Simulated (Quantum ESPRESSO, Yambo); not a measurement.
An input for Yambo 5.3.0 (AlN (P6_3mc)):

```
optics
bss
bse
em1s
dipoles
rim_cut
RandQpts= 1000000
RandGvec= 1 RL
Chimod= "HARTREE"
BSKmod= "SEX"
BSEmod= "resonant"
BSSmod= "d"
BSENGexx= 20 Ry
BSENGBlk= 4 Ry
% BSEQptR
 1 | 1 |
%
% BSEBands
 4 | 10 |
%
% BEnRange
 0 | 8 | eV
%
% BDmRange
 0.1 | 0.1 | eV
%
BEnSteps= 161
% BLongDir
 1 | 0 | 0 |
%
% BndsRnXs
 1 | 17 |
%
NGsBlkXs= 4 Ry
% LongDrXs
 1 | 1 | 1 |
%
% KfnQP_E
 1.237 | 1.0 | 1.0 |
%
WRbsWF
FFTGvecs= 32 Ry
```

The database entry behind the starting cell differs from later determinations by our own check (inner coordinate u about 0.002 short), so it need not match the best structure at ambient conditions.

```sh
OMP_NUM_THREADS=1 mpirun -n 8 yambo -F bse9.in -J bse9 -C bse9 > bse9.log
```

The stored states that it reads are on a 9×9×4 mesh. It takes space group P6_3mc (No. 186, hexagonal). Conventional cell: a = 3.113 Å, b = 3.113 Å, c = 4.981 Å, α = 90.00°, β = 90.00°, γ = 120.00°. Nearest to Al lie 4 N at 1.89 Å. Nearest to N lie 4 Al at 1.89 Å. Farther neighbours and most contacts between anions are not listed.

**Question.** How long will it take on 8 MPI ranks of Arm Neoverse V2, shared host, and how much memory?

It took 94 s; on shared hardware allow 47 s to 3.1 min. Peak host memory was 5.3 GiB.

The kernel grows as the square of the matrix size, and full diagonalisation as its cube.

[Paths, hosts, dates, memory and timing lines, banners, echoed tables and standing remarks are left out of the program output.]

[Logs are printed without paths, hosts, clocks, repeated set-up lines and the standing remarks that a program may print on its own settings, such as how far it seeks lower states.]

[Runs of the session that timed out or met a known fault of the program may be left out.]

[Hosts, paths, dates, database ids (printed as entryN), source tags and the programs' standing remarks are cut or masked in the printed files.]
